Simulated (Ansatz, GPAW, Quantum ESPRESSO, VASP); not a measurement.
**AuAl2: energy against volume and a worked fit**

The structure is cubic, space group Fm-3m (No. 225). The conventional cell has a = 6.000 Å, b = 6.000 Å, c = 6.000 Å, α = 90.00°, β = 90.00°, γ = 90.00°. Around Au (site symmetry m-3m) lie 8 Al at 2.60 Å. Al (site symmetry -43m) is surrounded by 4 Au at 2.60 Å.

The cell was scaled at fixed shape and fractions and run with Ansatz, all-electron LAPW, scalar-relativistic; PBE, k mesh 8 × 8 × 8 on the cell of 3 atoms, fermi-dirac occupations of 0.05 eV, no spin polarisation, no spin-orbit coupling. Energies are those that the program minimises, any entropy of the smearing included. For a metal such a mesh isn't converged to the digits shown.

```csv
V (Å³/atom),energy over the lowest row (meV/atom)
16.9200,54.03
17.2800,?
17.6400,14.92
18.0000,4.78
18.3600,0.00
18.7200,0.01
19.0800,4.27
```

Task: Fit the third-order Birch-Murnaghan form, give V0, B0 and B′, and predict the energy left open.

Result: With y = (V0/V)^(2/3), E = E0 + (9 V0 B0/16) [(y - 1)³ B′ + (y - 1)² (6 - 4y)]. Least squares through the rows shown give V0 = 18.5379 Å³/atom, E0 = -0.56 meV, B0 = 103.3 GPa (1 eV/Å³ = 160.218 GPa) and B′ = 4.95, with a largest miss of 0.03 meV. At V = 17.2800 the form with these constants gives 31.07 meV; the run gave 31.10 meV an atom. Other set-ups at this level, from all their volumes (Å³/atom, GPa): Ansatz, Ansatz PAW (earlier soft set): V0 18.532, B0 103.6; GPAW, GPAW PAW data sets (gpaw-data 1.2.1): V0 18.605, B0 103.3; Quantum ESPRESSO, SSSP 1.3 efficiency PBE: V0 18.510, B0 104.3; VASP, PBE PAW files Al, Au, 520 eV: V0 18.508, B0 103.6.
